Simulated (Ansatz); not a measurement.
Al under changes of volume

One of the cells (16.603 Å³/atom); the others are scaled copies at fixed shape and fractional positions:

```
Al
1.0
     0.00000    2.02481    2.02481
     2.02481    0.00000    2.02481
     2.02481    2.02481    0.00000
Al
1
Direct
  0.00000 0.00000 0.00000
```

| Item | Value |
| --- | --- |
| Program | Ansatz 0.2.0 |
| Functional | PBE |
| Potentials or basis | PseudoDojo standard (PBE files) |
| Cutoff | 544 eV |
| Density cutoff | 2177 eV |
| k mesh | 11 × 11 × 11 |
| Occupations | fermi-dirac, width 0.05 eV |
| Spin | no spin polarisation |

```csv
volume (Å³/atom),energy over the lowest point (meV/atom),pressure (GPa)
15.607,11.89,4.8
15.939,4.10,2.8
16.271,?,?
16.603,0.00,-0.7
16.935,2.92,-2.1
17.267,8.69,-3.4
17.599,17.00,-4.6
```

What does the run at 16.271 Å³/atom give?

Energy over the lowest point 0.27 meV/atom; pressure 1.0 GPa.

Worked out: A Birch-Murnaghan fit of order 3 (a polynomial in V^(-2/3)) to the other rows has its minimum at 16.46 Å³/atom with B0 = V·E''(V) = 80 GPa and B' = 4.5. It gives 0.27 meV/atom at 16.271 Å³/atom, against the run's 0.27, and -dE/dV = 1.0 GPa, against 1.0.

Energies are extrapolated to zero smearing.
